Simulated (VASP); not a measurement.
# BN (Qingsongite) (F-43m) in VASP: further runs

The runs below take BN (Qingsongite) through relaxation of the atoms, relaxation of cell and atoms, with LDA, PBEsol, PBE.

Everything below comes from runs of VASP 6.6.1. Logs are shortened: lines on timing, memory, paths and dates and some standing lists are left out, and cuts for length are marked.

### Step 1. Starting point

Symmetry: F-43m, No. 216, cubic system. Conventional cell: a = 3.615 Å, b = 3.615 Å, c = 3.615 Å, α = 90.00°, β = 90.00°, γ = 90.00°. B (site symmetry -43m) has 4 N at 1.57 Å as nearest neighbours. N (site symmetry -43m) has 4 B at 1.57 Å as nearest neighbours.

### Step 2. Relaxation of the atoms, LDA (a relaxed cell with its volume scaled by 1.06)

INCAR

```
SYSTEM = BN
ALGO     = Fast           ! electronic algorithm
EDIFF    = 1E-7           ! SCF threshold, eV
EDIFFG   = -0.01          ! ionic threshold
ENCUT    = 600            ! plane-wave cutoff, eV
GGA      = CA             ! functional
IBRION   = 2              ! ionic algorithm
ISIF     = 2              ! what is computed and relaxed
ISMEAR   = 0              ! smearing method
LASPH    = .True.         ! aspherical terms in the spheres
LCHARG   = .False.        ! write CHGCAR
LREAL    = .False.        ! projectors in reciprocal space
LWAVE    = .False.        ! write WAVECAR
NELM     = 80             ! most SCF steps
NSW      = 40             ! ionic steps
PREC     = Accurate       ! precision mode
SIGMA    = 0.03           ! smearing width, eV
```

KPOINTS

```
k-points
0
Gamma
  14 14 14
  0 0 0
```

POSCAR

```
BN                                      
1.0
    0.0000000000      1.8264988982      1.8264988982
    1.8264988982      0.0000000000      1.8264988982
    1.8264988982      1.8264988982      0.0000000000
  B               N             
     1     1
Direct
     0.0000000000000000    0.0000000000000000    0.0000000000000000
     0.2500000000000000    0.2500000000000000    0.2500000000000000
```

Potentials or basis: VASP PAW LDA potentials, release 64 (B, N).

The run is started by

```sh
$ cat potpaw_LDA.64/B/POTCAR potpaw_LDA.64/N/POTCAR > POTCAR
$ mpirun -np 1 vasp_std > vasp.out
```

OUTCAR:

```text
SYSTEM = BN
   EDIFF = 1E-7
   EDIFFG = -0.01
   ENCUT = 600
   GGA = CA
   IBRION = 2
   ISIF = 2
   ISMEAR = 0
   LASPH = .True.
   LREAL = .False.
   NELM = 80
   NSW = 40
   PREC = Accurate

 ion  position               nearest neighbor table
   1  0.000  0.000  0.000-   2 1.58   2 1.58   2 1.58   2 1.58
   2  0.250  0.250  0.250-   1 1.58   1 1.58   1 1.58   1 1.58

  LATTYP: Found a face centered cubic cell.
 ALAT       =     3.6529977964

  Lattice vectors:

 A1 = (   0.0000000000,   1.8264988982,   1.8264988982)
 A2 = (   1.8264988982,   0.0000000000,   1.8264988982)
 A3 = (   1.8264988982,   1.8264988982,   0.0000000000)

Analysis of symmetry for initial positions (statically):
=====================================================================
 Subroutine PRICEL returns:
 Original cell was already a primitive cell.

 Routine SETGRP: Setting up the symmetry group for a
 face centered cubic supercell.

 Subroutine GETGRP returns: Found 24 space group operations
 (whereof 24 operations were pure point group operations)
 out of a pool of 48 trial point group operations.

The static configuration has the point symmetry T_d .

Analysis of symmetry for dynamics (positions and initial velocities):
=====================================================================
 Subroutine PRICEL returns:
 Original cell was already a primitive cell.

 Routine SETGRP: Setting up the symmetry group for a
 face centered cubic supercell.

 Subroutine GETGRP returns: Found 24 space group operations
 (whereof 24 operations were pure point group operations)
 out of a pool of 48 trial point group operations.

The dynamic configuration has the point symmetry T_d .

 Subroutine INISYM returns: Found 24 space group operations
 (whereof 24 operations are pure point group operations),
 and found     1 'primitive' translations

----------------------------------------------------------------------------------------

                                     Primitive cell

  volume of cell :      12.1868

  direct lattice vectors                    reciprocal lattice vectors
     0.000000000  1.826498898  1.826498898    -0.273747770  0.273747770  0.273747770
     1.826498898  0.000000000  1.826498898     0.273747770 -0.273747770  0.273747770
     1.826498898  1.826498898  0.000000000     0.273747770  0.273747770 -0.273747770

  length of vectors
     2.583059513  2.583059513  2.583059513     0.474145046  0.474145046  0.474145046

  position of ions in fractional coordinates (direct lattice)
     0.000000000  0.000000000  0.000000000
     0.250000000  0.250000000  0.250000000

  ion indices of the primitive-cell ions
   primitive index   ion index
                 1           1
                 2           2

----------------------------------------------------------------------------------------

 KPOINTS: k-points

Automatic generation of k-mesh.
 Grid dimensions read from file:
 generate k-points for:   14   14   14

 Generating k-lattice:

  Cartesian coordinates                     Fractional coordinates (reciprocal lattice)
    -0.019553412  0.019553412  0.019553412     0.071428571  0.000000000  0.000000000
     0.019553412 -0.019553412  0.019553412     0.000000000  0.071428571  0.000000000
     0.019553412  0.019553412 -0.019553412     0.000000000  0.000000000  0.071428571

  Length of vectors
     0.033867503  0.033867503  0.033867503

  Shift w.r.t. Gamma in fractional coordinates (k-lattice)
     0.000000000  0.000000000  0.000000000

 Subroutine IBZKPT returns following result:
 ===========================================

 Found    104 irreducible k-points:

 Following reciprocal coordinates:
            Coordinates               Weight
  0.000000  0.000000  0.000000      1.000000
  0.071429  0.000000  0.000000      8.000000
  0.142857  0.000000  0.000000      8.000000
  0.214286  0.000000  0.000000      8.000000
  0.285714  0.000000  0.000000      8.000000
  0.357143  0.000000  0.000000      8.000000
[... 16 lines left out ...]
  0.214286  0.142857  0.000000     24.000000
  0.285714  0.142857  0.000000     24.000000
 [... further k-points ...]
   k-points           NKPTS =    104   k-points in BZ     NKDIM =    104   number of bands    NBANDS=      8
   number of dos      NEDOS =    301   number of ions     NIONS =      2
   total plane-waves  NPLWV =  13824
   dimension x,y,z NGX =    24 NGY =   24 NGZ =   24
   dimension x,y,z NGXF=    48 NGYF=   48 NGZF=   48
   ions per type =               1   1
   NGX,Y,Z   is equivalent  to a cutoff of  15.45, 15.45, 15.45 a.u.
   NGXF,Y,Z  is equivalent  to a cutoff of  30.89, 30.89, 30.89 a.u.
 SYSTEM =  BN
   PREC   = accura    normal or accurate (medium, high low for compatibility)
   ISTART =      0    job   : 0-new  1-cont  2-samecut
   ICHARG =      2    charge: 1-file 2-atom 10-const
   ISPIN  =      1    spin polarized calculation?
   LNONCOLLINEAR =      F non collinear calculations
   LSORBIT =      F    spin-orbit coupling
   LASPH  =      T    aspherical Exc in radial PAW
   ENCUT  =  600.0 eV  44.10 Ry    6.64 a.u.   5.16  5.16  5.16*2*pi/ulx,y,z
   NELM   =     80;   NELMIN=  2; NELMDL= -5     # of ELM steps
   EDIFF  = 0.1E-06   stopping-criterion for ELM
   LREAL  =      F    real-space projection
   EDIFFG = -.1E-01   stopping-criterion for IOM
   NSW    =     40    number of steps for IOM
   IBRION =      2    ionic relax: 0-MD 1-quasi-New 2-CG
   NFREE  =      1    steps in history (QN), initial steepest desc. (CG)
   ISIF   =      2    stress and relaxation
   ISYM   =      2    0-nonsym 1-usesym 2-fastsym
   POTIM  = 0.5000    time-step for ionic-motion
   TEBEG  =    0.0;   TEEND  =   0.0 temperature during run
   PSTRESS=    0.0 pullay stress
   NELECT =       8.0000    total number of electrons
   NUPDOWN=      -1.0000    fix difference up-down
   EMIN   =  10.00;   EMAX   =-10.00  energy-range for DOS
   EFERMI =   0.00;   METHOD = LEGACY
   ISMEAR =     0;   SIGMA  =   0.03  broadening in eV -4-tet -1-fermi 0-gaus
   EFERMI_NEDOS =   21; number of points for ismear=-14 and -15
   IALGO  =     68    algorithm
   IMIX   =      4    mixing-type and parameters
     AMIX     =   0.40;   BMIX     =  1.00
     AMIX_MAG =   1.60;   BMIX_MAG =  1.00
  volume/ion in A,a.u.               =       6.09        41.12
  Fermi-wavevector in a.u.,A,eV,Ry     =   1.422794  2.688691 27.542862  2.024343
  Thomas-Fermi vector in A             =   2.543460
   LORBIT       =      0    0 simple, 1 ext, 2 COOP (PROOUT), +10 PAW based schemes
   GGA     = CA    functional components
   LHFCALC =     F    Hartree Fock is set to
   AEXX    =    0.0000 exact exchange contribution
   IVDW    =     0    specifies the selected vdW correction
   LEPSILON=     F    determine dielectric tensor
   LRPA    =     F    only Hartree local field effects (RPA)
 conjugate gradient relaxation of ions
 non-spin polarized calculation
 RMM-DIIS sequential band-by-band and
 Gauss-broadening in eV      SIGMA  =   0.03
  energy-cutoff  :      600.00
  volume of cell :       12.19
 maximum number of plane-waves:       420
 NGX is ok and might be reduce to    24
   NGX = 11   NGY = 11   NGZ = 11

 number of electron       8.0000000 magnetization

 Free energy of the ion-electron system (eV)
  ---------------------------------------------------
  ext. energy  EPLUGINS =         0.00000000
  ---------------------------------------------------
  free energy    TOTEN  =       -19.37058468 eV

  energy without entropy =      -19.37058468  energy(sigma->0) =      -19.37058468

 E-fermi :   7.1264     XC(G=0): -12.9546

 val. band max:        7.0004779157   @ k =   0.0000   0.0000   0.0000
 cond. band min:      11.3067622847   @ k =   0.5000   0.5000   0.0000
 fundamental gap:      4.3062843689
 Fermi energy:         7.1263661757

 k-point     1 :       0.0000    0.0000    0.0000
  band No.  band energies     occupation
      1     -12.7174      2.00000
      2       7.0005      2.00000
      3       7.0005      2.00000
      4       7.0005      2.00000
      5      15.5366      0.00000
      6      15.5366      0.00000
      7      15.5366      0.00000
      8      16.9376      0.00000

 k-point     2 :       0.0714    0.0000    0.0000
  band No.  band energies     occupation
      1     -12.5958      2.00000
      2       6.3345      2.00000
      3       6.8693      2.00000
      4       6.8693      2.00000
      5      15.6831      0.00000
      6      15.7344      0.00000
      7      15.7344      0.00000
      8      17.3533      0.00000

 k-point     3 :       0.1429    0.0000    0.0000
  band No.  band energies     occupation
      1     -12.2343      2.00000
      2       4.7173      2.00000
      3       6.5334      2.00000
      4       6.5334      2.00000
      5      15.9306      0.00000
      6      16.2270      0.00000
      7      16.2270      0.00000
      8      18.3916      0.00000

 k-point     4 :       0.2143    0.0000    0.0000
  band No.  band energies     occupation
      1     -11.6439      2.00000
      2       2.7079      2.00000
      3       6.1115      2.00000
      4       6.1115      2.00000
      5      16.1832      0.00000
      6      16.7821      0.00000
      7      16.7821      0.00000
      8      19.5523      0.00000

 k-point     5 :       0.2857    0.0000    0.0000
  band No.  band energies     occupation
      1     -10.8508      2.00000
      2       0.6400      2.00000
      3       5.7071      2.00000
      4       5.7071      2.00000
      5      16.4264      0.00000
      6      17.1837      0.00000
      7      17.1837      0.00000
      8      20.5150      0.00000

 k-point     6 :       0.3571    0.0000    0.0000
  band No.  band energies     occupation
      1      -9.9175      2.00000
      2      -1.2740      2.00000
      3       5.3850      2.00000
      4       5.3850      2.00000
      5      16.6279      0.00000
      6      17.3618      0.00000
      7      17.3618      0.00000
      8      21.1852      0.00000

 k-point     7 :       0.4286    0.0000    0.0000
  band No.  band energies     occupation
      1      -9.0147      2.00000
      2      -2.7890      2.00000
      3       5.1809      2.00000
      4       5.1809      2.00000
      5      16.7583      0.00000
      6      17.3952      0.00000
      7      17.3952      0.00000
      8      21.5711      0.00000
[... 133 lines left out ...]
 k-point    20 :      -0.1429    0.0714    0.0000
  band No.  band energies     occupation
      1     -11.9563      2.00000
      2       4.0169      2.00000
      3       5.6143      2.00000
      4       6.6261      2.00000
      5      16.1565      0.00000
      6      16.2108      0.00000
      7      16.9193      0.00000
      8      18.9063      0.00000

 k-point    21 :      -0.0714    0.0714    0.0000
  band No.  band energies     occupation
      1     -12.3943      2.00000
      2       5.6184      2.00000
      3       6.2105      2.00000
      4       6.8758      2.00000
      5      15.7974      0.00000
      6      15.8026      0.00000
      7      16.3553      0.00000
      8      17.9309      0.00000

 k-point    22 :       0.1429    0.1429    0.0000
  band No.  band energies     occupation
      1     -12.0741      2.00000
      2       5.4583      2.00000
      3       5.6582      2.00000
      4       5.6582      2.00000
      5      14.7166      0.00000
      6      17.3906      0.00000
      7      17.3906      0.00000
      8      18.2802      0.00000

 k-point    23 :       0.2143    0.1429    0.0000
  band No.  band energies     occupation
      1     -11.6407      2.00000
      2       3.9590      2.00000
      3       5.1433      2.00000
      4       5.5316      2.00000
      5      14.6530      0.00000
      6      17.9264      0.00000
      7      18.1568      0.00000
      8      18.8633      0.00000

 k-point    24 :       0.2857    0.1429    0.0000
  band No.  band energies     occupation
      1     -10.9898      2.00000
      2       2.0982      2.00000
      3       4.7188      2.00000
      4       5.1920      2.00000
      5      14.9666      0.00000
      6      18.2646      0.00000
      7      18.7456      0.00000
      8      19.3994      0.00000

 [... further k-points ...]

------------------------ aborting loop because EDIFF is reached ----------------------------------------

  FORCE on cell =-STRESS in cart. coord.  units (eV):
  Direction    XX          YY          ZZ          XY          YZ          ZX
  --------------------------------------------------------------------------------------
  -------------------------------------------------------------------------------------
  Total       -1.6061578     -1.6061578     -1.6061578     -0.0000000      0.0000000      0.0000000
  in kB     -211.1594719   -211.1594719   -211.1594719     -0.0000000      0.0000000      0.0000000
  external PRESSURE =    -211.1594719 kB  Pullay stress =       0.0000000 kB

 VOLUME and BASIS-vectors are now :
 -----------------------------------------------------------------------------
  energy-cutoff  :      600.00
  volume of cell :       12.19
      direct lattice vectors                 reciprocal lattice vectors
     0.000000000  1.826498898  1.826498898    -0.273747770  0.273747770  0.273747770
     1.826498898  0.000000000  1.826498898     0.273747770 -0.273747770  0.273747770
     1.826498898  1.826498898  0.000000000     0.273747770  0.273747770 -0.273747770

 POSITION                                       TOTAL-FORCE (eV/Angst)
 -----------------------------------------------------------------------------------
      0.00000      0.00000      0.00000        -0.000000     -0.000000     -0.000000
      0.91325      0.91325      0.91325         0.000000      0.000000      0.000000
 -----------------------------------------------------------------------------------
    total drift:                               -0.000000     -0.000000     -0.000000

  FREE ENERGIE OF THE ION-ELECTRON SYSTEM (eV)
  ---------------------------------------------------
  free  energy   TOTEN  =       -19.3705846769 eV

  energy  without entropy=      -19.3705846769  energy(sigma->0) =      -19.37058468

 reached required accuracy - stopping structural energy minimisation
```

It took 7.5 s on 1 thread of Intel Xeon Platinum 8488C (Sapphire Rapids), shared host; peak memory 0.12 GiB.

What came out:

```yaml
Free_energy: -19.3706 eV
Pressure_after_relaxing: -21.1 GPa
Band_gap_on_the_k_mesh: 4.31 eV, indirect (least direct gap 8.54 eV)
```

Final structure:
```yaml
crystal:
  lattice:
    - [0.00000, 1.82650, 1.82650]
    - [1.82650, 0.00000, 1.82650]
    - [1.82650, 1.82650, 0.00000]
  atoms:
    - { symbol: B, position: [0.00000, 0.00000, 0.00000] }
    - { symbol: N, position: [0.25000, 0.25000, 0.25000] }
```

Caveat: the relaxation stopped at its first step, so nothing moved. A k mesh can miss the band edges.

### Step 3. Relaxation of cell and atoms, PBEsol

INCAR

```
SYSTEM = BN
ALGO     = Normal         ! electronic algorithm
EDIFF    = 1E-6           ! SCF threshold, eV
EDIFFG   = -0.01          ! ionic threshold
ENCUT    = 600            ! plane-wave cutoff, eV
GGA      = PS             ! functional
IBRION   = 2              ! ionic algorithm
ISIF     = 3              ! what is computed and relaxed
ISMEAR   = 0              ! smearing method
LASPH    = .True.         ! aspherical terms in the spheres
LCHARG   = .False.        ! write CHGCAR
LREAL    = .False.        ! projectors in reciprocal space
LWAVE    = .False.        ! write WAVECAR
NELM     = 80             ! most SCF steps
NSW      = 90             ! ionic steps
PREC     = Accurate       ! precision mode
SIGMA    = 0.03           ! smearing width, eV
```

KPOINTS is that of step 2.

POSCAR

```
BN
1.0
    0.0000000000      1.8075000000      1.8075000000
    1.8075000000      0.0000000000      1.8075000000
    1.8075000000      1.8075000000      0.0000000000
B N
1 1
Direct
    0.0000000000      0.0000000000      0.0000000000
    0.2500000000      0.2500000000      0.2500000000
```

Potentials or basis: VASP PAW PBE potentials, release 64 (B, N).

The run is started by

```sh
$ cat potpaw_PBE.64/B/POTCAR potpaw_PBE.64/N/POTCAR > POTCAR
$ mpirun -np 1 vasp_std > vasp.out
```

Wall time 11 s (1 thread of Intel Xeon Platinum 8488C (Sapphire Rapids), shared host); peak memory 0.12 GiB.

The run converged. Its results:

```
Free energy                            : -18.3510 eV
Relaxed volume                         : 5.86 Å³/atom
Relaxed cell                           : a = 2.550 Å, b = 2.550 Å, c = 2.550 Å, α = 60.00°, β = 60.00°, γ = 60.00°
Space group after relaxing (to 0.05 Å) : F-43m (No. 216)
Energy gained by relaxing              : 0.3 meV/atom
Ionic steps                            : 3
Pressure after relaxing                : 0.0 GPa
Band gap on the k mesh                 : 4.28 eV, indirect (least direct gap 8.79 eV)
```

The path:
| step | energy change (eV) | largest force (eV/Å) | pressure (GPa) | volume (Å³) |
| --- | --- | --- | --- | --- |
| 1 | 0.0000 | 0.0000 | -2.64 | 11.81 |
| 2 | 0.0001 | 0.0000 | 2.83 | 11.64 |
| 3 | -0.0007 | 0.0000 | 0.00 | 11.73 |

Final structure:
```xyz
2
Lattice="0.0000 1.8033 1.8033 1.8033 0.0000 1.8033 1.8033 1.8033 0.0000" Properties=species:S:1:pos:R:3 pbc="T T T"
B     0.0000    0.0000    0.0000
N     0.9017    0.9017    0.9017
```

Levels at points of the mesh, in eV from the valence-band top:
```csv
k point,band 1,band 2,band 3,band 4,band 5,band 6,band 7,band 8
"(0.00, 0.00, 0.00)",-20.33,0.00,0.00,0.00,8.79,8.79,8.79,10.38
"(0.50, 0.00, 0.00)",-16.03,-10.84,-1.96,-1.96,10.18,10.66,10.66,15.15
"(0.50, 0.50, 0.00)",-14.64,-9.01,-4.97,-4.97,4.28,9.13,17.98,17.98
```

Caveat: the PAW data sets were made with another functional, which shifts forces and pressure a little.

(Continued in part 2 of 2.)
